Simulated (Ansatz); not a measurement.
# CaSe: a single-point run

Wanted: a converged single-point run for CaSe, and a check of what comes out. The structure is shown as the input types it. The cell is built on a prototype (zincblende) and needn't be the phase found in nature.

Computed with Ansatz 0.2.0 (density functional or hybrid calculation with the settings of its input, plane waves (as first typed), unless a step's input says otherwise).

3 further runs of the same task are left out: 1 for a known fault of the program, 2 that didn't finish.

### Step 1. The starting structure

It takes space group F-43m (No. 216, cubic). Conventional cell: a = 6.559 Å, b = 6.559 Å, c = 6.559 Å, α = 90.00°, β = 90.00°, γ = 90.00°. Ca (site symmetry -43m) is surrounded by 4 Se at 2.84 Å. Se (site symmetry -43m) has 4 Ca at 2.84 Å as nearest neighbours.

The input asks for a charge of +2 e on the cell.

Coordinates:

```cif
data_structure
_symmetry_space_group_name_H-M 'F-43m'
_symmetry_Int_Tables_number 216
_cell_length_a 6.5591
_cell_length_b 6.5591
_cell_length_c 6.5591
_cell_angle_alpha 90.000
_cell_angle_beta 90.000
_cell_angle_gamma 90.000
_cell_volume 282.19
loop_
_atom_site_label
_atom_site_type_symbol
_atom_site_symmetry_multiplicity
_atom_site_Wyckoff_symbol
_atom_site_fract_x
_atom_site_fract_y
_atom_site_fract_z
_atom_site_occupancy
Ca1 Ca 4 a 0.00000 0.00000 0.00000 1
Se1 Se 4 d 0.25000 0.25000 0.75000 1
```

### Step 2. Input and run

File input.yaml:

```yaml
crystal:
  lattice:
    - [0.0, 3.2795613661, 3.2795613661]
    - [3.2795613661, 0.0, 3.2795613661]
    - [3.2795613661, 3.2795613661, 0.0]
  atoms:
    - { symbol: Ca, position: [0.0, 0.0, 0.0] }
    - { symbol: Se, position: [0.25, 0.25, 0.25] }
kpoints:
  mp_grid: { grid: [4, 4, 4] }
hamiltonian:
  xc: pbe
scf:
  occupations: { method: fixed }
  n_extra_bands: 4
  max_iter: 66
output:
  forces: true
  stress: true
  eigenvalues: true
total_charge: 2
```

On the command line:

```console
$ ansatz run input.yaml --threads 4 --pin off --max-ram 3686MiB --backend cpu --events-out ev --progress --plain --runs-dir out
```

What happens when this is run?

This run ends as converged, with warnings (band overlap at count, metallic iterate, unresolved pair at count). Its log warns: «a fill by count may have filled part of one level: at k-index 6 the highest filled band, 1.980059 eV, and the lowest empty band, 1.980059 eV, stand 1.554e-15 eV apart ...»

Look at the input: total_charge is 2. The typed charge changes the electron count, so this is no longer the system that was meant.

Run again and compare: delete total_charge (the default then holds).
